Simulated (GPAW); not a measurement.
SnTe:

```
CELL_PARAMETERS angstrom
0.00000 3.61115 3.61115
3.61115 0.00000 3.61115
3.61115 3.61115 0.00000
ATOMIC_POSITIONS crystal
Te 0.25000 0.25000 0.25000
Sn 0.00000 0.00000 0.00000
```

Measurements of this composition are mostly on another form, of space group No. 225.

Base run:

* Program: GPAW 26.7.0
* Functional: LDA
* Potentials or basis: the program's PAW data sets (release 1.2.1) made for this functional
* Cutoff: 450 eV
* Basis: pw
* k mesh: 5 × 5 × 5
* Occupations: fermi-dirac, width 0.05 eV
* Spin: no spin polarisation

Its results: band gap on the k mesh 0.34 eV, indirect (least direct gap 0.79 eV); pressure -2.9 GPa.

Question: The run is repeated on the same cell with these changes: functional from LDA to PBEsol; potentials or basis from the program's PAW data sets (release 1.2.1) made for this functional to PAW data sets generated in the run's folder for this functional. What comes out?

Answer: Band gap on the k mesh 0.36 eV, indirect (least direct gap 0.81 eV); pressure -2.0 GPa.

Caveats: the cutoff is short for stress and forces, so pressures can be off by a GPa or more; spin-orbit coupling is left out, which moves the levels of the heavy elements; an odd mesh through Γ misses points on the zone boundary, where band edges often lie.
